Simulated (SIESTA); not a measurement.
# ZrC in SIESTA: the effect of functional

Crystal: ZrC.

```
CELL_PARAMETERS angstrom
0.00000 2.36500 2.36500
2.36500 0.00000 2.36500
2.36500 2.36500 0.00000
ATOMIC_POSITIONS crystal
Zr 0.50000 0.50000 0.50000
C 0.00000 0.00000 0.00000
```

Alike in all runs:

| Item | Value |
| --- | --- |
| Program | SIESTA 5.4.2 |
| Task | band structure |
| Basis | DZP (energy shift 0.003 Ry; two zetas on semicore shells) |
| Grid cutoff | 800 Ry |
| Energy shift | 0.003 Ry |
| k mesh | 10 × 10 × 10 |
| Occupations | fermi-dirac, width 0.05 eV |
| Spin | no spin polarisation |

```csv
functional,potentials or basis,pressure (GPa)
AM05,PseudoDojo 0.4 standard (PBEsol files),-7.0
BLYP,PseudoDojo 0.4 standard (PBE files),6.7
vdW-DF-cx,PseudoDojo 0.4 standard (PBE files),?
```

Problem. What does the run with functional vdW-DF-cx give?

Solution. Pressure -5.4 GPa.

Caveats: the potentials were made for another functional, which shifts forces and pressure; the basis of atomic orbitals isn't converged, which shifts pressures, moduli and gaps.
